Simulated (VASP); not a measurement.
# BP in VASP: how settings move the r2SCAN single point

The r2SCAN single point of BP (zincblende), under -2.5 % biaxial strain in x and y, z held is repeated with altered inputs. Which of them can be trusted?

Program: VASP 6.6.1. PAW datasets, plane waves. No spin polarisation and no zero-point or thermal motion.

### 1 The system as given

The cell comes from an earlier relaxation with r2SCAN in another program, then strained, with the atoms relaxed again.

It is tetragonal, I-4m2 (No. 119); conventional cell a = 3.128 Å, c = 4.537 Å, 11.10 Å³ an atom. B has 4 P at 1.93 Å; P has 4 B at 1.93 Å.

The structure in full:

```cif
data_structure
_symmetry_space_group_name_H-M 'P 1'
_symmetry_Int_Tables_number 1
_cell_length_a 3.1682
_cell_length_b 3.1682
_cell_length_c 3.1280
_cell_angle_alpha 60.419
_cell_angle_beta 60.419
_cell_angle_gamma 59.162
_cell_volume 22.19
loop_
_atom_site_label
_atom_site_type_symbol
_atom_site_fract_x
_atom_site_fract_y
_atom_site_fract_z
_atom_site_occupancy
B1 B 0.00000 0.00000 0.00000 1
P1 P 0.25000 0.25000 0.25000 1
```

### 2 Reference

The input, INCAR:

```
ENCUT = 520.000000
SIGMA = 0.010000
EDIFF = 1.00e-07
ALGO = Normal
METAGGA = R2SCAN
PREC = Accurate
IBRION = -1
ISIF = 2
ISMEAR = 0
NBANDS = 11
NELM = 120
NSW = 0
LASPH = .TRUE.
LCHARG = .FALSE.
LWAVE = .FALSE.
LREAL = .FALSE.
```

The input, KPOINTS:

```
KPOINTS created by Atomic Simulation Environment
0
Gamma
10 10 10
0 0 0
```

The input, POSCAR:

```
B  P
 1.0000000000000000
     0.0000000000000000    2.2118346121000001    2.2683156724000000
     2.2118346121000001    0.0000000000000000    2.2683156724000000
     2.2118346121000001    2.2118346121000001    0.0000000000000000
 B   P
   1   1
Cartesian
  0.0000000000000000  0.0000000000000000  0.0000000000000000
  1.1059173060500000  1.1059173060500000  1.1341578362000000
```

A file KPOINTS_OPT adds named points for the levels; it doesn't enter the self-consistent loop.

Potentials: the recommended PBE PAW datasets, 8 valence electrons.

Command:

```console
$ mpirun -np 1 vasp_std
```

### 3 Altered input 1

INCAR: that of step 2 with these lines changed.

```diff
@@ -2,3 +2,2 @@
 SIGMA = 0.010000
-EDIFF = 1.00e-07
 ALGO = Normal
@@ -10,3 +9,2 @@
 NBANDS = 11
-NELM = 120
 NSW = 0
@@ -16 +14,3 @@
 LREAL = .FALSE.
+EDIFF = 1e-09
+NELM = 79
```

KPOINTS is that of step 2.

POSCAR is that of step 2.

**Question.** What will these runs give? Wanted: for each run, changed; ending; energy change; pressure; electronic steps; usable.

**Answer**, as computed:

| run | changed | ending | energy change (meV/atom) | pressure (GPa) | gap on the mesh (eV; negative: overlap) | electronic steps | time | usable |
| --- | --- | --- | --- | --- | --- | --- | --- | --- |
| ref. | – | converged | 0 | 8.8 | 1.17 | 14 | 26 s | yes |
| 1 | EDIFF = 1e-09, NELM = 79 | converged | 0.0 | 8.8 | 1.17 | 18 | 31 s | yes |

**Reading.** The altered input gave usable results.
